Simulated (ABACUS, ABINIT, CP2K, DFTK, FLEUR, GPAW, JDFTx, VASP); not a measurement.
**One calculation of FePt, 9 ways**

```xyz
2
Lattice="2.7235 0.0000 0.0000 0.0000 2.7235 0.0000 0.0000 0.0000 3.7200" Properties=species:S:1:pos:R:3 pbc="T T T"
Pt    1.3618    1.3618    1.8600
Fe    0.0000    0.0000    0.0000
```

Alike in all runs: task single point; functional PBE; k mesh 10 × 10 × 7; occupations fermi-dirac, width 0.05 eV; collinear spin, ferromagnetic start; no spin-orbit coupling. Pressure is positive in compression and, in plane waves, holds the error of the finite cutoff.

| program and potentials | plane-wave cutoff (eV) | notes | pressure (GPa) | net moment per atom (μB) |
| --- | --- | --- | --- | --- |
| CP2K, GTH_POTENTIALS Pt GTH-PBE-q18; POTENTIAL_UZH Fe GTH-PBE-q16; TZVP-MOLOPT-SR-GTH, TZVP-MOLOPT-PBE-GTH basis | - | atomic basis; 17 valence electrons an atom on average | 4.96 | 1.69 |
| JDFTx, PseudoDojo-SR-PBE-0.5-standard | 1225 | 17 valence electrons an atom on average | 4.14 | 1.68 |
| ABINIT, JTH PAW PBE v2.0 | 707 | 13 valence electrons an atom on average | 3.50 | 1.65 |
| GPAW, GPAW PAW data sets (gpaw-data 1.2.1) | 600 | 12 valence electrons an atom on average | 4.01 | 1.64 |
| CP2K, POTENTIAL_UZH Pt GTH-PBE-q18, Fe GTH-PBE-q16; TZVP-MOLOPT-PBE-GTH basis | - | atomic basis; 17 valence electrons an atom on average | 4.85 | 1.69 |
| FLEUR, all-electron, FLAPW | - | - | - | 1.64 |
| ABACUS, PseudoDojo NC SR 0.4.1 PBE standard, plane waves | 1225 | 17 valence electrons an atom on average | 4.14 | 1.68 |
| DFTK, PseudoDojo SR PBE 0.4.1 standard (PBE) | 1225 | 17 valence electrons an atom on average | 4.05 | 1.68 |
| VASP, PBE PAW files Fe, Pt, 520 eV | 520 | 9 valence electrons an atom on average | 2.97 | 1.64 |

The pressure spans 2.97 (VASP, PBE PAW files Fe, Pt, 520 eV) to 4.96 GPa (CP2K, GTH_POTENTIALS Pt GTH-PBE-q18; POTENTIAL_UZH Fe GTH-PBE-q16; TZVP-MOLOPT-SR-GTH, TZVP-MOLOPT-PBE-GTH basis). The net moment per atom spans 1.64 (VASP, PBE PAW files Fe, Pt, 520 eV) to 1.69 μB (CP2K, POTENTIAL_UZH Pt GTH-PBE-q18, Fe GTH-PBE-q16; TZVP-MOLOPT-PBE-GTH basis), with all-electron results at 1.64. The state is the one that the start led to, which needn't be the lowest. Rows in atomic bases carry the error of their basis and grid, which can be large.

Differences between rows come from potentials, basis sets and numerical settings, since the functional is the same but for its coding. Runs on potential files found faulty are left out.
